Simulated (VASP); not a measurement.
A run of VASP 6.6.1 is set up as follows.

INCAR

```
SYSTEM = KI
PREC     = Accurate       ! precision mode
ENCUT    = 520            ! plane-wave cutoff, eV
EDIFF    = 1E-6           ! SCF threshold, eV
ISMEAR   = -1             ! smearing method
SIGMA    = 0.05           ! smearing width, eV
LREAL    = .False.        ! projectors in reciprocal space
LASPH    = .True.         ! aspherical terms in the spheres
NELM     = 100            ! most SCF steps
ALGO     = Normal         ! electronic algorithm
ISIF     = 2              ! what is computed and relaxed
LWAVE    = .False.        ! write WAVECAR
LCHARG   = .True.         ! write CHGCAR
GGA      = PS             ! functional
IVDW     = 12             ! dispersion correction
LELF     = .True.         ! ELF
LVHAR    = .True.       
NBANDS   = 15             ! bands
```

Contents of KPOINTS:

```
regular mesh
0
Gamma
  7 7 7
  0 0 0
```

The input POSCAR:

```
KI
1.0
    0.0000000000      3.4281935261      3.4281935261
    3.4281935261      0.0000000000      3.4281935261
    3.4281935261      3.4281935261      0.0000000000
I K
1 1
Direct
    0.5000000000      0.5000000000      0.5000000000
    0.0000000000      0.0000000000      0.0000000000
```

Potentials or basis: VASP PAW PBE potentials, release 64 (I, K_sv).

Run with:

```console
$ cat potpaw_PBE.64/I/POTCAR potpaw_PBE.64/K_sv/POTCAR > POTCAR
$ mpirun -np 1 vasp_std > vasp.out
```

(1) Estimate the pressure.

(2) Predict the band gap on the k mesh.

Results:

(1) -0.1 GPa.

(2) 4.02 eV.

Caveat: three body term missing; the PAW data sets were made with another functional, which shifts forces and pressure a little; spin-orbit coupling is left out, which moves the levels of the heavy elements.

**What was measured.**

From a printed reference work, monograph, for a bulk crystal of KI: band gap 6.32 eV.

Against the measured gap of KI, 6.32 eV (a printed reference work, monograph), the calculated 4.02 eV is off by -2.30 eV. Spin-orbit coupling on I is left out. The value is that of PBEsol+D3(BJ), without temperature or zero-point motion. Semilocal functionals fall short of measured gaps as a rule.
